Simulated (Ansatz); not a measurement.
Crystal: WS2.

```
W S
1.0
     1.57900    0.91164    6.16333
    -1.57900    0.91164    6.16333
     0.00000   -1.82327    6.16333
W S
1 2
Direct
  0.00000 0.00000 0.00000
  0.58100 0.58100 0.58100
  0.75030 0.75030 0.75030
```

Measurements of this composition are mostly on another form, of space group No. 194.

Base run:

| Quantity | Value |
| --- | --- |
| Program | Ansatz 0.2.0 |
| Functional | PBE0 |
| Potentials or basis | Ansatz PAW |
| Cutoff | 420 eV (not typed: the program's choice for these potentials) |
| k mesh | 6 × 6 × 6 |
| Occupations | fermi-dirac, width 0.05 eV |
| Spin | no spin polarisation |

Its results: band gap on the k mesh 2.20 eV, indirect (least direct gap 3.06 eV); pressure 0.0 GPa; largest force 0.657 eV/Å.

Q: The run is repeated on the same cell with these changes: functional from PBE0 to HSE06. What comes out?

A: Band gap on the k mesh 1.54 eV, indirect (least direct gap 2.40 eV); pressure 0.1 GPa; largest force 0.651 eV/Å.

Caveats: spin-orbit coupling is left out, which moves the levels of the heavy elements; the PAW data sets come from PBE, with cores solved anew for the run's functional, which leaves a small shift of forces and pressure; the thresholds are loose for stress.
